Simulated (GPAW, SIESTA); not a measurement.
This is a calculation of ZrC for GPAW 26.7.0 (ASE script). Atoms were shifted at random by some hundredths of an Å from the given cell, which wasn't relaxed again for these runs. 

run.py

```python
from ase.dft.bandgap import bandgap
from ase.io import read, write
from ase.units import GPa
from gpaw import GPAW, PW

atoms = read('ZrC.xyz')

calc = GPAW(mode=PW(800),
            xc='PBE',
            kpts={'size': (10, 10, 10), 'gamma': True},
            occupations={'name': 'fermi-dirac', 'width': 0.05},
            nbands=18,
            convergence={'density': 1e-05, 'energy': 1e-05},
            maxiter=150,
            txt='gpaw.txt')
atoms.calc = calc
energy = atoms.get_potential_energy()
forces = atoms.get_forces()
stress = atoms.get_stress()
calc.write('gs.gpw')
write('result.traj', atoms)
print(f'Energy: {energy:.6f} eV')
print('Forces (eV/A):')
print(forces.round(4))
print('Stress (GPa):', (stress / GPa).round(3))
print('Fermi level:', round(calc.get_fermi_level(), 4), 'eV')
print(f'Gap: {bandgap(calc)[0]:.4f} eV, direct: {bandgap(calc, direct=True)[0]:.4f} eV')
```

The input ZrC.xyz:

```xyz
2
Lattice="0.0000000000 2.3650000000 2.3650000000 2.3650000000 0.0000000000 2.3650000000 2.3650000000 2.3650000000 0.0000000000" Properties=species:S:1:pos:R:3 pbc="T T T"
Zr     2.3705057200      2.3568573050      2.3320153450
C      0.0398644400      0.0251612350     -0.0370382650
```

Potentials or basis: GPAW PAW data sets (gpaw-data 1.2.1), pw.

The run is started by

```console
$ OMP_NUM_THREADS=1 python run.py
```

Set up the same calculation for SIESTA 5.4.2. Potentials or basis there: files PseudoDojo sr-pbe-0.4.1-standard, DZP (energy shift 0.003 Ry; two zetas on semicore shells).

As run (cutoffs and basis follow the program's own potentials, and thresholds, step limits or extra output files can differ):

ZrC.fdf

```
SystemName                      ZrC
SystemLabel                     ZrC
NumberOfSpecies                 2
NumberOfAtoms                   2
%block ChemicalSpeciesLabel
  1  40 Zr
  2   6 C
%endblock ChemicalSpeciesLabel

LatticeConstant                 1.0 Ang
%block LatticeVectors
     0.0000000000     2.3650000000     2.3650000000
     2.3650000000     0.0000000000     2.3650000000
     2.3650000000     2.3650000000     0.0000000000
%endblock LatticeVectors
AtomicCoordinatesFormat         Ang
%block AtomicCoordinatesAndAtomicSpecies
     2.3705057200     2.3568573050     2.3320153450  1
     0.0398644400     0.0251612350    -0.0370382650  2
%endblock AtomicCoordinatesAndAtomicSpecies

%block kgrid.MonkhorstPack
   10   0   0  0.0
    0  10   0  0.0
    0   0  10  0.0
%endblock kgrid.MonkhorstPack
XC.Functional                   GGA
XC.Authors                      PBE
PAO.BasisSize                   DZP
PAO.EnergyShift                 0.003 Ry
Mesh.Cutoff                     800 Ry
OccupationFunction              FD
ElectronicTemperature           0.05 eV
MaxSCFIterations                120
SCF.MustConverge                false
SCF.Mixer.Method                Pulay
SCF.Mixer.Weight                0.25
SCF.Mixer.History               8
SCF.DM.Tolerance                5.0e-05
SCF.H.Tolerance                 1.0e-03 eV
WriteForces                     true
Charge.Mulliken                 end
%block PAO.Basis
  Zr 5
  n=4 0 2
    3.497 0.000
  n=5 0 2
    9.041 0.000
  n=4 1 2
    4.057 0.000
  n=5 1 1
    9.041
  n=4 2 2
    7.356 0.000
%endblock PAO.Basis
```

Potentials or basis: PseudoDojo 0.4 standard (PBE files), converted to PSML, two zetas on semicore shells, DZP (energy shift 0.003 Ry; two zetas on semicore shells).

Command:

```console
$ siesta < ZrC.fdf > ZrC.out 2>&1
```

Both were run:

|  | GPAW | SIESTA |
| --- | --- | --- |
| Pressure | -3.7 GPa | -0.8 GPa |
| Largest force | 0.305 eV/Å | 0.349 eV/Å |
| Energy over the undisturbed cell | 3.8 meV/atom | 4.3 meV/atom |

Pressure is positive in compression.
